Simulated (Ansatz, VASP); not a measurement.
## NaI: VASP beside Ansatz

Aim: how closely do two programs agree when they are given the same cell, functional and k mesh? The cell is taken from a series of VASP runs on this material, whose earlier steps may have relaxed, scaled or displaced it; both programs get it as it stands.

Program: Ansatz 0.2.0. Level of theory: plane waves, with VASP 6.6.1 beside it; relaxation of cell and atoms at r2SCAN with rVV10. Results are calculated unless marked as measured.

### Step 1. The structure

Symmetry: Fm-3m, No. 225, cubic system. The conventional cell has a = 6.404 Å, b = 6.404 Å, c = 6.404 Å, α = 90.00°, β = 90.00°, γ = 90.00°. Nearest to I lie 6 Na at 3.20 Å. Nearest to Na lie 6 I at 3.20 Å. Farther neighbours and most contacts between anions are not listed.

### Step 2. VASP: relaxation of cell and atoms, r2SCAN with rVV10

The relaxed volume is the usual yardstick between codes: its relative difference is about their pressure difference at one cell divided by the bulk modulus.

Lines of VASP's logs that name or quote its potential files are left out, and so is its time.

Contents of INCAR:

```
SYSTEM = NaI
PREC = Accurate
ENCUT = 450
EDIFF = 1E-06
NELM = 100
ISMEAR = 0
SIGMA = 0.03
LREAL = .FALSE.
ALGO = Normal
METAGGA = R2SCAN
LUSE_VDW = .TRUE.
IVDW_NL = 2
BPARAM = 11.95
CPARAM = 0.0093
LASPH = .TRUE.
NBANDS = 13
LORBIT = 11
LWAVE = .FALSE.
LCHARG = .FALSE.
KPAR = 4
IBRION = 2
NSW = 50
ISIF = 3
EDIFFG = -0.006
```

Contents of POSCAR:

```
NaI
1.0
    0.0000000000      3.2017814499      3.2017814499
    3.2017814499      0.0000000000      3.2017814499
    3.2017814499      3.2017814499      0.0000000000
I Na
1 1
Direct
    0.5000000000      0.5000000000      0.5000000000
    0.0000000000      0.0000000000      0.0000000000
```

Contents of KPOINTS:

```
Automatic mesh
0
Gamma
6 6 6
0 0 0
```

PAW data sets: I and Na_pv (PBE family, release 64).

The run is started by

```bash
> mpirun -np 4 vasp_std
```

Numbers of over 12 decimals in the logs are rounded to 6 here.

Log:

```text
[banner, memory and clock lines left out]
running    4 mpi-ranks, on    1 nodes
 distrk:  each k-point on    1 cores,    4 groups
 distr:  one band on    1 cores,    1 groups

 POSCAR found type information on POSCAR I Na
 POSCAR found :  2 types and       2 ions
|                                                                             |
|               ----> ADVICE to this user running VASP <----                  |
|                                                                             |
|     You have switched on vdW-DFT.                                           |
|     This routine was written and supplied by Jiri Klimes. We recommend      |
|     that you carefully read and cite the following publications:            |
|       J. Klimes, D.R. Bowler, A. Michelides                                 |
|          J. Phys.: Cond Matt. 22 022201 (2010)                              |
|       J. Klimes, D.R. Bowler, A. Michelides                                 |
|          Phys. Rev. B. 83, 195131 (2011)                                    |
|     and references therein.                                                 |
|                                                                             |

|                                                                             |
|               ----> ADVICE to this user running VASP <----                  |
|                                                                             |
|     You enforced a specific xc type in the INCAR file but a different       |
|     [... a line on the potential file left out ...]
|     I HOPE YOU KNOW WHAT YOU ARE DOING!                                     |
|                                                                             |

 LDA part: xc-table for (None), standard interpolation
 POSCAR, INCAR and KPOINTS ok, starting setup
 FFT: planning ... GRIDC
 FFT: planning ... GRID_SOFT
 FFT: planning ... GRID
 WAVECAR not read
 entering main loop
       N       E                     dE             d eps       ncg     rms          rms(c)
Total rVV10 correction in eV:      0.4750375    17.1431933
Total rVV10 correction in eV:      0.4750375    17.1431933
Total rVV10 correction in eV:      0.4750375    17.1431933
Total rVV10 correction in eV:      0.4750375    17.1431933
DAV:   1     0.559151312733E+02    0.55915E+02   -0.63500E+03   416   0.887E+02
DAV:   2    -0.262209563957E+02   -0.82136E+02   -0.77180E+02   449   0.224E+02
DAV:   3    -0.319341600584E+02   -0.57132E+01   -0.56815E+01   526   0.603E+01
DAV:   4    -0.320666217225E+02   -0.13246E+00   -0.13243E+00   497   0.963E+00
DAV:   5    -0.320709588367E+02   -0.43371E-02   -0.43371E-02   534   0.173E+00    0.225E+00
Total rVV10 correction in eV:      0.4832015    17.1431937
Total rVV10 correction in eV:      0.4832015    17.1431937
Total rVV10 correction in eV:      0.4832015    17.1431937
Total rVV10 correction in eV:      0.4832015    17.1431937
DAV:   6    -0.305928092727E+02    0.14781E+01   -0.35364E-01   426   0.620E+00    0.202E+00
Total rVV10 correction in eV:      0.5004263    17.1431937
Total rVV10 correction in eV:      0.5004263    17.1431937
Total rVV10 correction in eV:      0.5004263    17.1431937
Total rVV10 correction in eV:      0.5004263    17.1431937
DAV:   7    -0.305838738131E+02    0.89355E-02   -0.11919E-01   446   0.285E+00    0.514E-01
Total rVV10 correction in eV:      0.4983940    17.1431937
Total rVV10 correction in eV:      0.4983940    17.1431937
Total rVV10 correction in eV:      0.4983940    17.1431937
Total rVV10 correction in eV:      0.4983940    17.1431937
DAV:   8    -0.305827628230E+02    0.11110E-02   -0.66971E-03   511   0.675E-01    0.504E-01
Total rVV10 correction in eV:      0.5010784    17.1431937
Total rVV10 correction in eV:      0.5010784    17.1431937
Total rVV10 correction in eV:      0.5010784    17.1431937
Total rVV10 correction in eV:      0.5010784    17.1431937
DAV:   9    -0.305835360072E+02   -0.77318E-03   -0.14223E-03   436   0.400E-01    0.108E-01
Total rVV10 correction in eV:      0.5011507    17.1431937
Total rVV10 correction in eV:      0.5011507    17.1431937
Total rVV10 correction in eV:      0.5011507    17.1431937
Total rVV10 correction in eV:      0.5011507    17.1431937
DAV:  10    -0.305835053170E+02    0.30690E-04   -0.90398E-05   506   0.874E-02    0.465E-02
Total rVV10 correction in eV:      0.5013538    17.1431937
Total rVV10 correction in eV:      0.5013538    17.1431937
Total rVV10 correction in eV:      0.5013538    17.1431937
Total rVV10 correction in eV:      0.5013538    17.1431937
DAV:  11    -0.305835034428E+02    0.18742E-05   -0.37776E-05   476   0.637E-02    0.992E-03
Total rVV10 correction in eV:      0.5013534    17.1431937
[...]
Total rVV10 correction in eV:      0.5006192    17.1431938
Total rVV10 correction in eV:      0.5006192    17.1431938
DAV:   4    -0.305836616909E+02    0.51184E-07   -0.87585E-06   456   0.273E-02
Total rVV10 correction in eV:      0.5006242    17.1431938
Total rVV10 correction in eV:      0.5006242    17.1431938
Total rVV10 correction in eV:      0.5006242    17.1431938
Total rVV10 correction in eV:      0.5006242    17.1431938
Total rVV10 correction in eV:      0.5005903    17.1431938
Total rVV10 correction in eV:      0.5005903    17.1431938
Total rVV10 correction in eV:      0.5005903    17.1431938
Total rVV10 correction in eV:      0.5005903    17.1431938
   2 F= -.30583662E+02 E0= -.30583662E+02  d E =-.155924E-03
[...]
3 F= -.30583646E+02 E0= -.30583646E+02  d E =-.139786E-03
[...]
4 F= -.30583652E+02 E0= -.30583652E+02  d E =-.145984E-03
[...]
5 F= -.30583658E+02 E0= -.30583658E+02  d E =-.151803E-03
[...]
6 F= -.30583661E+02 E0= -.30583661E+02  d E =-.154884E-03
 curvature:  -0.04 expect dE=-0.203E-05 dE for cont linesearch -0.203E-05
 ZBRENT: accuracy reached
 trial: gam=-0.24992 g(F)=  0.647E-60 g(S)=  0.459E-04 ort = 0.901E-04 (trialstep = 0.994E+00)
 search vector abs. value=  0.119E-04
 bond charge predicted
       N       E                     dE             d eps       ncg     rms          rms(c)
Total rVV10 correction in eV:      0.5006401    17.1431938
Total rVV10 correction in eV:      0.5006401    17.1431938
Total rVV10 correction in eV:      0.5006401    17.1431938
Total rVV10 correction in eV:      0.5006401    17.1431938
DAV:   1    -0.305837298531E+02   -0.69328E-04   -0.13258E-03   491   0.498E-01    0.470E-02
Total rVV10 correction in eV:      0.5005377    17.1431938
Total rVV10 correction in eV:      0.5005377    17.1431938
Total rVV10 correction in eV:      0.5005377    17.1431938
Total rVV10 correction in eV:      0.5005377    17.1431938
DAV:   2    -0.305836924082E+02    0.37445E-04   -0.43838E-05   481   0.804E-02    0.237E-02
Total rVV10 correction in eV:      0.5004377    17.1431938
Total rVV10 correction in eV:      0.5004377    17.1431938
Total rVV10 correction in eV:      0.5004377    17.1431938
Total rVV10 correction in eV:      0.5004377    17.1431938
DAV:   3    -0.305836832414E+02    0.91668E-05   -0.27374E-05   486   0.546E-02    0.113E-02
Total rVV10 correction in eV:      0.5004381    17.1431938
Total rVV10 correction in eV:      0.5004381    17.1431938
Total rVV10 correction in eV:      0.5004381    17.1431938
Total rVV10 correction in eV:      0.5004381    17.1431938
DAV:   4    -0.305836832269E+02    0.14448E-07   -0.50421E-07   238   0.708E-03
Total rVV10 correction in eV:      0.5004396    17.1431938
Total rVV10 correction in eV:      0.5004396    17.1431938
Total rVV10 correction in eV:      0.5004396    17.1431938
Total rVV10 correction in eV:      0.5004396    17.1431938
Total rVV10 correction in eV:      0.5004293    17.1431938
Total rVV10 correction in eV:      0.5004293    17.1431938
Total rVV10 correction in eV:      0.5004293    17.1431938
Total rVV10 correction in eV:      0.5004293    17.1431938
   7 F= -.30583683E+02 E0= -.30583683E+02  d E =-.225765E-04
 trial-energy change:   -0.000023  1 .order   -0.000008   -0.000023    0.000007
 step:   0.9338(harm=  0.7700)  dis= 0.00000  next Energy=   -30.583683 (dE=-0.228E-04)
 reached required accuracy - stopping structural energy minimisation
```

From OUTCAR (step 2):

```text
ion  position               nearest neighbor table
   1  0.500  0.500  0.500-
   2  0.000  0.000  0.000-

  LATTYP: Found a face centered cubic cell.
 ALAT       =     6.4035628998

 Subroutine GETGRP returns: Found 48 space group operations
 (whereof 48 operations were pure point group operations)

The static configuration has the point symmetry O_h .

 Found     16 irreducible k-points:

   k-points           NKPTS =     16   k-points in BZ     NKDIM =     16   number of bands    NBANDS=     13

   dimension x,y,z NGX =    32 NGY =   32 NGZ =   32
   dimension x,y,z NGXF=    64 NGYF=   64 NGZF=   64

   ENCUT  =  450.0 eV  33.07 Ry    5.75 a.u.   7.83  7.83  7.83*2*pi/ulx,y,z

   NELECT =      14.0000    total number of electrons

 k-points in reciprocal lattice and weights: Automatic mesh
   0.00000000  0.00000000  0.00000000       0.005
   0.16666667  0.00000000  0.00000000       0.037
   0.33333333  0.00000000  0.00000000       0.037
   0.50000000  0.00000000  0.00000000       0.019
   0.16666667  0.16666667  0.00000000       0.028
   0.33333333  0.16666667  0.00000000       0.111
   0.50000000  0.16666667  0.00000000       0.111
  -0.33333333  0.16666667  0.00000000       0.111
  -0.16666667  0.16666667  0.00000000       0.056
[...]
-0.33333333  0.33333333  0.16666667       0.111
  -0.33333333  0.50000000  0.16666667       0.056

 average (electrostatic) potential at core
       1 -98.1046       2 -51.9381

 E-fermi :   0.8961

 k-point     1 :       0.0000    0.0000    0.0000
  band No.  band energies     occupation
    ...
      3     -22.4297      2.00000
      4     -10.7167      2.00000
      5       0.7354      2.00000
      6       0.7354      2.00000
      7       0.7354      2.00000
      8       5.2143      0.00000
      9       9.1572      0.00000
     10       9.1573      0.00000
     11       9.1573      0.00000
     12      11.0916      0.00000
    ...

 k-point     2 :       0.1667    0.0000    0.0000
  band No.  band energies     occupation
    ...
      3     -22.4298      2.00000
      4     -10.6291      2.00000
      5      -0.0286      2.00000
      6       0.6486      2.00000
      7       0.6486      2.00000
      8       6.0159      0.00000
      9       8.7090      0.00000
     10       9.3933      0.00000
     11       9.3933      0.00000
     12      10.6336      0.00000
    ...

 k-point     3 :       0.3333    0.0000    0.0000
  band No.  band energies     occupation
    ...
      3     -22.4300      2.00000
      4     -10.4422      2.00000
      5      -1.1449      2.00000
      6       0.4868      2.00000
      7       0.4868      2.00000
      8       6.4587      0.00000
      9       9.0407      0.00000
     10       9.0408      0.00000
     11       9.6697      0.00000
     12      11.7192      0.00000
    ...

  Total        0.0073374      0.0073374      0.0073374     -0.0000000      0.0000000      0.0000000
  in kB        0.1798703      0.1798703      0.1798703     -0.0000000      0.0000000      0.0000000
  external PRESSURE =       0.1798703 kB  Pullay stress =       0.0000000 kB

  energy-cutoff  :      450.00
  volume of cell :       65.36
      direct lattice vectors                 reciprocal lattice vectors
     0.000000000  3.197084014  3.197084014    -0.156392512  0.156392512  0.156392512
     3.197084014  0.000000000  3.197084014     0.156392512 -0.156392512  0.156392512
     3.197084014  3.197084014 -0.000000000     0.156392512  0.156392512 -0.156392512

 POSITION                                       TOTAL-FORCE (eV/Angst)
 -----------------------------------------------------------------------------------
      3.19708      3.19708      3.19708         0.000000      0.000000      0.000000
      6.39417      3.19708      3.19708        -0.000000     -0.000000     -0.000000
 -----------------------------------------------------------------------------------
    total drift:                                0.000000     -0.000000      0.000000

  FREE ENERGIE OF THE ION-ELECTRON SYSTEM (eV)
  ---------------------------------------------------
  free  energy   TOTEN  =       -30.5836832269 eV

  energy  without entropy=      -30.5836832269  energy(sigma->0) =      -30.58368323

 reached required accuracy - stopping structural energy minimisation

 total charge
# of ion       s       p       d       tot
------------------------------------------
    1        1.492   2.897   0.003   4.392
    2        0.036   5.975   0.000   6.011
--------------------------------------------------
tot          1.528   8.873   0.003  10.404

[... 3 further parts left out ...]
```

(Continued in part 2 of 2.)

[Lines on the potential files, build, host, timing and source positions are cut from VASP's logs without a mark.]

[Logs are printed without paths, hosts, clocks, repeated set-up lines and the standing remarks that a program may print on its own settings, such as how far it seeks lower states.]

[Hosts, paths, dates, database ids (printed as entryN), source tags and the programs' standing remarks are cut or masked in the printed files.]
